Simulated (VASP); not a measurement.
Ca: single point with PBE

Crystal: Ca.

```
Ca
1.0
    -2.32796    2.32796    1.97061
     2.32796   -2.32796    1.97061
     2.32796    2.32796   -1.97061
Ca
1
Direct
  0.50000 0.50000 0.00000
```

This isn't the form of Ca at room conditions, which is fcc.

* Program: VASP 6.6.1
* Task: single point
* Functional: PBE
* Potentials or basis: VASP PAW PBE potentials, release 64 (Ca_sv)
* Cutoff: 520 eV
* k mesh: 18 × 18 × 18
* Occupations: gaussian, width 0.15 eV
* Spin: no spin polarisation
* Dipole correction: no
* Further INCAR settings: ALGO = Fast; EDIFF = 1e-06; NBANDS = 11

```json
{
 "Pressure": "-0.2 GPa",
 "Band gap on the k mesh": "none (metal or under the smearing width)"
}
```

Stress tensor (GPa, compression positive):
```
-0.65  0.00  0.00
 0.00 -0.65  0.00
 0.00  0.00  0.72
```

Levels at points of the mesh, in eV from the Fermi level:
```csv
k point,band 2,band 3,band 4,band 5,band 6,band 7,band 8,band 9
"(0.00, 0.00, 0.00)",-23.01,-22.99,-22.99,-4.03,1.82,2.64,2.64,2.73
"(0.50, 0.00, 0.00)",-23.14,-23.04,-23.01,-0.73,0.23,1.08,3.22,4.04
"(0.50, 0.50, 0.00)",-23.12,-23.04,-22.98,-1.14,-0.35,2.05,2.63,3.35
"(0.50, 0.50, 0.50)",-23.10,-23.10,-23.07,-0.07,0.17,3.04,3.04,4.08
```

Wall time 4.2 min on 1 thread of Intel(R) Xeon(R) Platinum 8259CL CPU @ 2.50GHz (Skylake/Cascade Lake), with other jobs on the host, peak memory 0.34 GiB.
